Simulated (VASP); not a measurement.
# PbSe (Fm-3m) in VASP: a series of runs

Runs on PbSe. Level: PBEsol. Tasks: single point.

All numbers are computed with VASP 6.6.1; they aren't measurements. Logs are shortened: lines on timing, memory, paths and dates and some standing lists are left out, and cuts for length are marked.

**What was measured.**

From a printed reference work, monograph, for a bulk crystal of PbSe: band gap 0.28 eV (direct) at 300 K; band gap 0.15 eV (direct) at 4.2 K.

How close the calculation comes is told below.

## Step 1: The cell of the first run

The structure is cubic, space group Fm-3m (No. 225). Conventional cell: a = 6.103 Å, b = 6.103 Å, c = 6.103 Å, α = 90.00°, β = 90.00°, γ = 90.00°. Pb (site symmetry m-3m) has 6 Se at 3.05 Å within 4.0 Å. Se (site symmetry m-3m) has 6 Pb at 3.05 Å within 4.0 Å.

## Step 2: Single point, PBEsol

File INCAR:

```
SYSTEM = PbSe
ALGO = Normal
EDIFF = 1E-6
ENCUT = 520
GGA = PS
ISIF = 2
ISMEAR = 0
LASPH = .True.
LCHARG = .False.
LREAL = .False.
LWAVE = .False.
NBANDS = 17
NELM = 80
PREC = Accurate
SIGMA = 0.01
```

File KPOINTS:

```
k-points
0
Gamma
  12 12 12
  0 0 0
```

File POSCAR:

```
PbSe
1.0
    0.0000000000      3.0514739670      3.0514739670
    3.0514739670      0.0000000000      3.0514739670
    3.0514739670      3.0514739670      0.0000000000
Pb Se
1 1
Direct
    0.0000000000      0.0000000000      0.0000000000
    0.5000000000      0.5000000000      0.5000000000
```

Potentials or basis: VASP PAW PBE potentials, release 64 (Pb_d, Se).

On the command line:

```
$ cat potpaw_PBE.64/Pb_d/POTCAR potpaw_PBE.64/Se/POTCAR > POTCAR
$ mpirun -np 1 vasp_std > vasp.out
```

OUTCAR:

```text
SYSTEM = PbSe
   EDIFF = 1E-6
   ENCUT = 520
   GGA = PS
   ISIF = 2
   ISMEAR = 0
   LASPH = .True.
   LREAL = .False.
   NELM = 80
   PREC = Accurate

 ion  position               nearest neighbor table
   1  0.000  0.000  0.000-   2 3.05   2 3.05   2 3.05   2 3.05   2 3.05   2 3.05
   2  0.500  0.500  0.500-   1 3.05   1 3.05   1 3.05   1 3.05   1 3.05   1 3.05

  LATTYP: Found a face centered cubic cell.
 ALAT       =     6.1029479340

  Lattice vectors:

 A1 = (   0.0000000000,   3.0514739670,   3.0514739670)
 A2 = (   3.0514739670,   0.0000000000,   3.0514739670)
 A3 = (   3.0514739670,   3.0514739670,   0.0000000000)

Analysis of symmetry for initial positions (statically):
=====================================================================
 Subroutine PRICEL returns:
 Original cell was already a primitive cell.

 Routine SETGRP: Setting up the symmetry group for a
 face centered cubic supercell.

 Subroutine GETGRP returns: Found 48 space group operations
 (whereof 48 operations were pure point group operations)
 out of a pool of 48 trial point group operations.

The static configuration has the point symmetry O_h .

Analysis of symmetry for dynamics (positions and initial velocities):
=====================================================================
 Subroutine PRICEL returns:
 Original cell was already a primitive cell.

 Routine SETGRP: Setting up the symmetry group for a
 face centered cubic supercell.

 Subroutine GETGRP returns: Found 48 space group operations
 (whereof 48 operations were pure point group operations)
 out of a pool of 48 trial point group operations.

The dynamic configuration has the point symmetry O_h .

 Subroutine INISYM returns: Found 48 space group operations
 (whereof 48 operations are pure point group operations),
 and found     1 'primitive' translations

----------------------------------------------------------------------------------------

                                     Primitive cell

  volume of cell :      56.8276

  direct lattice vectors                    reciprocal lattice vectors
     0.000000000  3.051473967  3.051473967    -0.163855240  0.163855240  0.163855240
     3.051473967  0.000000000  3.051473967     0.163855240 -0.163855240  0.163855240
     3.051473967  3.051473967  0.000000000     0.163855240  0.163855240 -0.163855240

  length of vectors
     4.315435869  4.315435869  4.315435869     0.283805601  0.283805601  0.283805601

  position of ions in fractional coordinates (direct lattice)
     0.000000000  0.000000000  0.000000000
     0.500000000  0.500000000  0.500000000

  ion indices of the primitive-cell ions
   primitive index   ion index
                 1           1
                 2           2

----------------------------------------------------------------------------------------

 KPOINTS: k-points

Automatic generation of k-mesh.
 Grid dimensions read from file:
 generate k-points for:   12   12   12

 Generating k-lattice:

  Cartesian coordinates                     Fractional coordinates (reciprocal lattice)
    -0.013654603  0.013654603  0.013654603     0.083333333  0.000000000  0.000000000
     0.013654603 -0.013654603  0.013654603     0.000000000  0.083333333  0.000000000
     0.013654603  0.013654603 -0.013654603     0.000000000  0.000000000  0.083333333

  Length of vectors
     0.023650467  0.023650467  0.023650467

  Shift w.r.t. Gamma in fractional coordinates (k-lattice)
     0.000000000  0.000000000  0.000000000

 Subroutine IBZKPT returns following result:
 ===========================================

 Found     72 irreducible k-points:

 Following reciprocal coordinates:
            Coordinates               Weight
  0.000000  0.000000  0.000000      1.000000
  0.083333  0.000000  0.000000      8.000000
  0.166667  0.000000  0.000000      8.000000
  0.250000  0.000000  0.000000      8.000000
  0.333333  0.000000  0.000000      8.000000
  0.416667  0.000000  0.000000      8.000000
[... 16 lines left out ...]
  0.500000  0.166667  0.000000     24.000000
 -0.416667  0.166667  0.000000     24.000000
 [... further k-points ...]
   k-points           NKPTS =     72   k-points in BZ     NKDIM =     72   number of bands    NBANDS=     17
   number of dos      NEDOS =    301   number of ions     NIONS =      2
   total plane-waves  NPLWV =  32768
   dimension x,y,z NGX =    32 NGY =   32 NGZ =   32
   dimension x,y,z NGXF=    64 NGYF=   64 NGZF=   64
   ions per type =               1   1
   NGX,Y,Z   is equivalent  to a cutoff of  12.33, 12.33, 12.33 a.u.
   NGXF,Y,Z  is equivalent  to a cutoff of  24.66, 24.66, 24.66 a.u.
 SYSTEM =  PbSe
   PREC   = accura    normal or accurate (medium, high low for compatibility)
   ISTART =      0    job   : 0-new  1-cont  2-samecut
   ICHARG =      2    charge: 1-file 2-atom 10-const
   ISPIN  =      1    spin polarized calculation?
   LNONCOLLINEAR =      F non collinear calculations
   LSORBIT =      F    spin-orbit coupling
   LASPH  =      T    aspherical Exc in radial PAW
   ENCUT  =  520.0 eV  38.22 Ry    6.18 a.u.   8.02  8.02  8.02*2*pi/ulx,y,z
   NELM   =     80;   NELMIN=  2; NELMDL= -5     # of ELM steps
   EDIFF  = 0.1E-05   stopping-criterion for ELM
   LREAL  =      F    real-space projection
   EDIFFG = 0.1E-04   stopping-criterion for IOM
   NSW    =      0    number of steps for IOM
   IBRION =     -1    ionic relax: 0-MD 1-quasi-New 2-CG
   NFREE  =      0    steps in history (QN), initial steepest desc. (CG)
   ISIF   =      2    stress and relaxation
   ISYM   =      2    0-nonsym 1-usesym 2-fastsym
   POTIM  = 0.5000    time-step for ionic-motion
   TEBEG  =    0.0;   TEEND  =   0.0 temperature during run
   PSTRESS=    0.0 pullay stress
   NELECT =      20.0000    total number of electrons
   NUPDOWN=      -1.0000    fix difference up-down
   EMIN   =  10.00;   EMAX   =-10.00  energy-range for DOS
   EFERMI =   0.00;   METHOD = LEGACY
   ISMEAR =     0;   SIGMA  =   0.01  broadening in eV -4-tet -1-fermi 0-gaus
   EFERMI_NEDOS =   21; number of points for ismear=-14 and -15
   IALGO  =     38    algorithm
   IMIX   =      4    mixing-type and parameters
     AMIX     =   0.40;   BMIX     =  1.00
     AMIX_MAG =   1.60;   BMIX_MAG =  1.00
  volume/ion in A,a.u.               =      28.41       191.75
  Fermi-wavevector in a.u.,A,eV,Ry     =   1.155842  2.184225 18.176987  1.335971
  Thomas-Fermi vector in A             =   2.292467
   LORBIT       =      0    0 simple, 1 ext, 2 COOP (PROOUT), +10 PAW based schemes
   GGA     = PS    functional components
   LHFCALC =     F    Hartree Fock is set to
   AEXX    =    0.0000 exact exchange contribution
   IVDW    =     0    specifies the selected vdW correction
   LEPSILON=     F    determine dielectric tensor
   LRPA    =     F    only Hartree local field effects (RPA)
 non-spin polarized calculation
 Gauss-broadening in eV      SIGMA  =   0.01
  energy-cutoff  :      520.00
  volume of cell :       56.83
 maximum number of plane-waves:      1550
   NGX = 17   NGY = 17   NGZ = 17

 number of electron      20.0000003 magnetization

 Free energy of the ion-electron system (eV)
  ---------------------------------------------------
  ext. energy  EPLUGINS =         0.00000000
  ---------------------------------------------------
  free energy    TOTEN  =        -8.91644210 eV

  energy without entropy =       -8.91644210  energy(sigma->0) =       -8.91644210

 E-fermi :   5.0737     XC(G=0):  -9.7602

 val. band max:        5.0306556846   @ k =   0.5000   0.0000   0.0000
 cond. band min:       5.2023077760   @ k =   0.5000   0.0000   0.0000
 fundamental gap:      0.1716520914
 Fermi energy:         5.0736727271

 k-point     1 :       0.0000    0.0000    0.0000
  band No.  band energies     occupation
      1     -11.7382      2.00000
      2     -11.7382      2.00000
      3     -11.7382      2.00000
      4     -11.7370      2.00000
      5     -11.7370      2.00000
      6      -8.6600      2.00000
[... 9 lines left out ...]
     16      11.4518      0.00000
     17      12.9970      0.00000

 k-point     2 :       0.0833    0.0000    0.0000
  band No.  band energies     occupation
      1     -11.7391      2.00000
      2     -11.7391      2.00000
      3     -11.7380      2.00000
      4     -11.7357      2.00000
      5     -11.7357      2.00000
      6      -8.6056      2.00000
[... 9 lines left out ...]
     16      11.6178      0.00000
     17      13.6347      0.00000

 k-point     3 :       0.1667    0.0000    0.0000
  band No.  band energies     occupation
      1     -11.7438      2.00000
      2     -11.7438      2.00000
      3     -11.7373      2.00000
      4     -11.7294      2.00000
      5     -11.7294      2.00000
      6      -8.4478      2.00000
[... 9 lines left out ...]
     16      12.0385      0.00000
     17      14.8016      0.00000

 k-point     4 :       0.2500    0.0000    0.0000
  band No.  band energies     occupation
      1     -11.7503      2.00000
      2     -11.7503      2.00000
      3     -11.7366      2.00000
      4     -11.7206      2.00000
      5     -11.7206      2.00000
      6      -8.2053      2.00000
[... 9 lines left out ...]
     16      12.6740      0.00000
     17      16.1406      0.00000
[... 343 lines left out ...]
      1     -11.7875      2.00000
      2     -11.7451      2.00000
      3     -11.7378      2.00000
      4     -11.7136      2.00000
      5     -11.7030      2.00000
      6      -7.6671      2.00000
[... 9 lines left out ...]
     16      15.2754      0.00000
     17      15.9975      0.00000

 k-point    23 :       0.5000    0.1667    0.0000
  band No.  band energies     occupation
      1     -11.7886      2.00000
      2     -11.7507      2.00000
      3     -11.7330      2.00000
      4     -11.7121      2.00000
      5     -11.7010      2.00000
      6      -7.4725      2.00000
[... 9 lines left out ...]
     16      15.3755      0.00000
     17      15.7145      0.00000

 k-point    24 :      -0.4167    0.1667    0.0000
  band No.  band energies     occupation
      1     -11.7840      2.00000
      2     -11.7545      2.00000
      3     -11.7300      2.00000
      4     -11.7116      2.00000
      5     -11.7038      2.00000
      6      -7.4434      2.00000
[... 9 lines left out ...]
     16      14.3705      0.00000
     17      16.3856      0.00000

 [... further k-points ...]

------------------------ aborting loop because EDIFF is reached ----------------------------------------

  FORCE on cell =-STRESS in cart. coord.  units (eV):
  Direction    XX          YY          ZZ          XY          YZ          ZX
  --------------------------------------------------------------------------------------
  -------------------------------------------------------------------------------------
  Total       -0.0019417     -0.0019417     -0.0019417      0.0000000      0.0000000     -0.0000000
  in kB       -0.0547439     -0.0547439     -0.0547439      0.0000000      0.0000000     -0.0000000
  external PRESSURE =      -0.0547439 kB  Pullay stress =       0.0000000 kB

 VOLUME and BASIS-vectors are now :
 -----------------------------------------------------------------------------
  energy-cutoff  :      520.00
  volume of cell :       56.83
      direct lattice vectors                 reciprocal lattice vectors
     0.000000000  3.051473967  3.051473967    -0.163855240  0.163855240  0.163855240
     3.051473967  0.000000000  3.051473967     0.163855240 -0.163855240  0.163855240
     3.051473967  3.051473967  0.000000000     0.163855240  0.163855240 -0.163855240

 POSITION                                       TOTAL-FORCE (eV/Angst)
 -----------------------------------------------------------------------------------
      0.00000      0.00000      0.00000        -0.000000      0.000000     -0.000000
      3.05147      3.05147      3.05147         0.000000     -0.000000      0.000000
 -----------------------------------------------------------------------------------
    total drift:                                0.000000     -0.000000     -0.000000

  FREE ENERGIE OF THE ION-ELECTRON SYSTEM (eV)
  ---------------------------------------------------
  free  energy   TOTEN  =        -8.9164421006 eV

  energy  without entropy=       -8.9164421006  energy(sigma->0) =       -8.91644210
```

Wall time 38 s (1 thread of Intel Xeon 6975P-C, shared host); peak memory 0.22 GiB.

Results:

- Free energy: -8.9164 eV
- Pressure: 0.0 GPa
- Band gap on the k mesh: 0.17 eV, direct

Caveat: the PAW data sets were made with another functional, which shifts forces and pressure a little; spin-orbit coupling is left out, which moves the levels of the heavy elements.

## Step 3: Single point, PBEsol

File INCAR:

```
PREC = Accurate
ENCUT = 520
EDIFF = 1E-6
ISMEAR = 0
SIGMA = 0.01
LREAL = F
LASPH = T
NELM = 100
ALGO = Normal
ISIF = 2
LWAVE = F
LCHARG = T
GGA = PS
LELF = T
LVHAR = T
NBANDS = 17
```

File KPOINTS:

```
regular mesh
0
Gamma
  12 12 12
```

POSCAR is that of step 2.

Potentials or basis: VASP PAW PBE potentials, release 64 (Pb_d, Se).

On the command line:

```
$ cat potpaw_PBE.64/Pb_d/POTCAR potpaw_PBE.64/Se/POTCAR > POTCAR
$ mpirun -np 1 vasp_std > vasp.out
```

OUTCAR:

```text
PREC = Accurate
   ENCUT = 520
   EDIFF = 1E-6
   ISMEAR = 0
   LREAL = F
   LASPH = T
   NELM = 100
   ISIF = 2
   GGA = PS

 ion  position               nearest neighbor table
   1  0.000  0.000  0.000-   2 3.05   2 3.05   2 3.05   2 3.05   2 3.05   2 3.05
   2  0.500  0.500  0.500-   1 3.05   1 3.05   1 3.05   1 3.05   1 3.05   1 3.05

  LATTYP: Found a face centered cubic cell.
 ALAT       =     6.1029479340

  Lattice vectors:

 A1 = (   0.0000000000,   3.0514739670,   3.0514739670)
 A2 = (   3.0514739670,   0.0000000000,   3.0514739670)
 A3 = (   3.0514739670,   3.0514739670,   0.0000000000)

Analysis of symmetry for initial positions (statically):
=====================================================================
 Subroutine PRICEL returns:
 Original cell was already a primitive cell.

 Routine SETGRP: Setting up the symmetry group for a
 face centered cubic supercell.

 Subroutine GETGRP returns: Found 48 space group operations
 (whereof 48 operations were pure point group operations)
 out of a pool of 48 trial point group operations.

The static configuration has the point symmetry O_h .

[... 153 lines left out ...]
  ---------------------------------------------------
  ext. energy  EPLUGINS =         0.00000000
  ---------------------------------------------------
  free energy    TOTEN  =        -8.91644210 eV

  energy without entropy =       -8.91644210  energy(sigma->0) =       -8.91644210

 E-fermi :   5.0737     XC(G=0):  -9.7602

 val. band max:        5.0306556846   @ k =   0.5000   0.0000   0.0000
 cond. band min:       5.2023077760   @ k =   0.5000   0.0000   0.0000
 fundamental gap:      0.1716520914
 Fermi energy:         5.0736727271

 k-point     1 :       0.0000    0.0000    0.0000
  band No.  band energies     occupation
      1     -11.7382      2.00000
      2     -11.7382      2.00000
      3     -11.7382      2.00000
      4     -11.7370      2.00000
      5     -11.7370      2.00000
      6      -8.6600      2.00000
[... 457 lines left out ...]
      4     -11.7116      2.00000
      5     -11.7038      2.00000
      6      -7.4434      2.00000
[... 9 lines left out ...]
     16      14.3705      0.00000
     17      16.3856      0.00000

 [... further k-points ...]
[... 5 lines left out ...]
  --------------------------------------------------------------------------------------
  -------------------------------------------------------------------------------------
  Total       -0.0019417     -0.0019417     -0.0019417      0.0000000      0.0000000     -0.0000000
  in kB       -0.0547439     -0.0547439     -0.0547439      0.0000000      0.0000000     -0.0000000
  external PRESSURE =      -0.0547439 kB  Pullay stress =       0.0000000 kB

 VOLUME and BASIS-vectors are now :
 -----------------------------------------------------------------------------
  energy-cutoff  :      520.00
  volume of cell :       56.83
      direct lattice vectors                 reciprocal lattice vectors
     0.000000000  3.051473967  3.051473967    -0.163855240  0.163855240  0.163855240
     3.051473967  0.000000000  3.051473967     0.163855240 -0.163855240  0.163855240
     3.051473967  3.051473967  0.000000000     0.163855240  0.163855240 -0.163855240

 POSITION                                       TOTAL-FORCE (eV/Angst)
 -----------------------------------------------------------------------------------
      0.00000      0.00000      0.00000        -0.000000      0.000000     -0.000000
      3.05147      3.05147      3.05147         0.000000     -0.000000      0.000000
 -----------------------------------------------------------------------------------
    total drift:                                0.000000     -0.000000     -0.000000

  FREE ENERGIE OF THE ION-ELECTRON SYSTEM (eV)
  ---------------------------------------------------
  free  energy   TOTEN  =        -8.9164421006 eV

  energy  without entropy=       -8.9164421006  energy(sigma->0) =       -8.91644210
```

Run time: 40 s. Hardware: 1 thread of Intel Xeon 6975P-C, shared host; peak memory 0.22 GiB.

What came out:

* Free energy: -8.9164 eV
* Pressure: 0.0 GPa
* Band gap on the k mesh: 0.17 eV, direct

Levels at points of the mesh, in eV from the valence-band top:
| k point | band 6 | band 7 | band 8 | band 9 | band 10 | band 11 | band 12 | band 13 | band 14 | band 15 |
| --- | --- | --- | --- | --- | --- | --- | --- | --- | --- | --- |
| (0.00, 0.00, 0.00) | -13.69 | -6.32 | -1.92 | -1.92 | -1.92 | 4.69 | 4.69 | 4.69 | 6.42 | 6.42 |
| (0.50, 0.00, 0.00) | -12.59 | -8.89 | -1.50 | -1.50 | 0.00 | 0.17 | 1.62 | 1.62 | 8.42 | 10.11 |
| (0.50, 0.50, 0.00) | -12.20 | -7.43 | -5.11 | -3.31 | -3.31 | 3.54 | 5.61 | 5.61 | 6.04 | 11.31 |

Caveat: the PAW data sets were made with another functional, which shifts forces and pressure a little; spin-orbit coupling is left out, which moves the levels of the heavy elements.

## Step 4: Single point, PBEsol, non-collinear spin, zero start, spin-orbit coupling

This run uses another cell than the first one, of 27.99 Å³/atom, 0.985 times its volume.

File INCAR:

```
PREC = Accurate
ENCUT = 520
EDIFF = 1E-6
ISMEAR = -1
SIGMA = 0.01
LREAL = F
LASPH = T
NELM = 150
ALGO = Normal
ISIF = 2
LWAVE = F
LCHARG = F
MAGMOM = 0 0 0 0 0 0
LORBIT = 11
LSORBIT = T
GGA_COMPAT = F
LORBMOM = T
GGA = PS
NBANDS = 32
```

KPOINTS is that of step 3.

File POSCAR:

```
PbSe
1.0
    0.0000000000      3.0362165972      3.0362165972
    3.0362165972      0.0000000000      3.0362165972
    3.0362165972      3.0362165972      0.0000000000
Pb Se
1 1
Direct
    0.0000000000      0.0000000000      0.0000000000
    0.5000000000      0.5000000000      0.5000000000
```

On the command line:

```
$ cat potpaw_PBE.64/Pb_d/POTCAR potpaw_PBE.64/Se/POTCAR > POTCAR
$ mpirun -np 1 vasp_ncl > vasp.out
```

Run time: 3.8 min. Hardware: 1 thread of Intel Xeon 6975P-C, shared host; peak memory 0.42 GiB.

Results (log left out):

| Item | Value |
| --- | --- |
| Free energy | -9.3455 eV |
| Pressure | 0.5 GPa |
| Net moment | 0.00 μB per cell |
| Valence electrons inside the program's atomic spheres | Pb 11.87; Se 3.80 |

Moments on the atoms (μB; x, y, z):
```
Pb  0.00 0.00 0.00
Se  0.00 0.00 0.00
```

Caveat: the PAW data sets were made with another functional, which shifts forces and pressure a little.

## Step 5: Comparison with measurements

Step 2. Measured gap of PbSe: 0.28 eV (direct; 300 K; a printed reference work, monograph). This calculation gives 0.17 eV (-0.11 eV). 2 values of this kind are on record (0.15 to 0.28 eV); this one was drawn at random. Spin-orbit coupling on Pb, Se is left out. The value is that of PBEsol on a finite k mesh, which can miss the band edges, without temperature or zero-point motion. Semilocal functionals fall short of measured gaps as a rule.

Step 3. A measured gap of PbSe is 0.15 eV (direct; 4.2 K; a printed reference work, monograph); the calculated 0.17 eV misses it by +0.02 eV. 2 values of this kind are on record (0.15 to 0.28 eV); this one was drawn at random. Spin-orbit coupling on Pb, Se is left out. The value is that of PBEsol on a finite k mesh, which can miss the band edges, without temperature or zero-point motion.
